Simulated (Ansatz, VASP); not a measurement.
# C: VASP beside Ansatz

The input POSCAR:

```
C
1.0
    2.4657067203      0.0000000000      0.0000000000
   -1.2328533601      2.1353646581      0.0000000000
    0.0000000000      0.0000000000     26.0000000000
C
2
Direct
    0.0000000000      0.0000000000      0.5000000000
    0.6666666667      0.3333333333      0.5000000000
```

INCAR.step1

```
  PREC = Accurate
  ENCUT = 520
  ISMEAR = 0
  SIGMA = 0.1
  LREAL = False
  LASPH = True
  NELM = 100
  LDIPOL = True
  IDIPOL = 3
  DIPOL = 0.5 0.5 0.500
  NBANDS = 11
  GGA = PE
  ALGO = Normal
  EDIFF = 1E-4
  LWAVE = True
  LCHARG = False
```

Contents of INCAR.step2:

```
  PREC = Accurate
  ENCUT = 520
  EDIFF = 1E-6
  ISMEAR = 0
  SIGMA = 0.1
  LREAL = False
  LASPH = True
  NELM = 100
  ALGO = Normal
  ISIF = 2
  LWAVE = False
  LCHARG = True
  LDIPOL = True
  IDIPOL = 3
  DIPOL = 0.5 0.5 0.500
  METAGGA = R2SCAN
  LMIXTAU = True
  LELF = True
  LVHAR = True
  LVACPOTAV = True
  NBANDS = 11
  ISTART = 1
```

The input KPOINTS:

```
Automatic mesh
0
Gamma
  21 21 1
```

Input for Ansatz:

```yaml
crystal:
  lattice:
    - [2.4657067203, 0.0, 0.0]
    - [-1.2328533601, 2.1353646581, 0.0]
    - [0.0, 0.0, 26.0]
  atoms:
    - { symbol: C, position: [0.0, 0.0, 0.5] }
    - { symbol: C, position: [0.6666666667, 0.3333333333, 0.5] }
  periodic: [true, true, false]
basis:
  ecutwfc: 500
kpoints:
  mp_grid: { grid: [21, 21, 1] }
  band_path:
    path:
      - [0.0, 0.0, 0.0]
      - [0.05, 0.0, 0.0]
      - [0.1, 0.0, 0.0]
      - [0.15, 0.0, 0.0]
      - [0.2, 0.0, 0.0]
      - [0.25, 0.0, 0.0]
      - [0.3, 0.0, 0.0]
      - [0.35, 0.0, 0.0]
      - [0.4, 0.0, 0.0]
      - [0.45, 0.0, 0.0]
      - [0.5, 0.0, 0.0]
      - [0.4833333333, 0.0333333333, 0.0]
      - [0.4666666667, 0.0666666667, 0.0]
      - [0.45, 0.1, 0.0]
      - [0.4333333333, 0.1333333333, 0.0]
      - [0.4166666667, 0.1666666667, 0.0]
      - [0.4, 0.2, 0.0]
      - [0.3833333333, 0.2333333333, 0.0]
      - [0.3666666667, 0.2666666667, 0.0]
      - [0.35, 0.3, 0.0]
      - [0.3333333333, 0.3333333333, 0.0]
      - [0.3, 0.3, 0.0]
      - [0.2666666667, 0.2666666667, 0.0]
      - [0.2333333333, 0.2333333333, 0.0]
      - [0.2, 0.2, 0.0]
      - [0.1666666667, 0.1666666667, 0.0]
      - [0.1333333333, 0.1333333333, 0.0]
      - [0.1, 0.1, 0.0]
      - [0.0666666667, 0.0666666667, 0.0]
      - [0.0333333333, 0.0333333333, 0.0]
    npoints: 1
hamiltonian:
  xc: r2scan
scf:
  occupations: { method: gaussian, width: 0.1 }
  n_extra_bands: 6
output:
  forces: true
  stress: true
  eigenvalues: true
```

Alike in both runs: task single point; functional r2SCAN; k mesh 21 × 21 × 1; occupations gaussian, width 0.1 eV; no spin polarisation.

```csv
,VASP,Ansatz
version,VASP 6.6.1,Ansatz 0.2.0
potentials or method,"VASP PAW PBE potentials, release 64 (C)","scalar-relativistic, plane waves, PAW"
plane-wave cutoff (eV),520,500
valence electrons in the cell,8,8
```

|  | VASP | Ansatz | Ansatz less VASP |
| --- | --- | --- | --- |
| gap on the k mesh at the Fermi level (eV) | none | none | - |
| work function, face that differs most (eV) | 4.30 | 4.29 | -0.010 |

A gap of «none» marks a metal or a gap that the smearing closes.
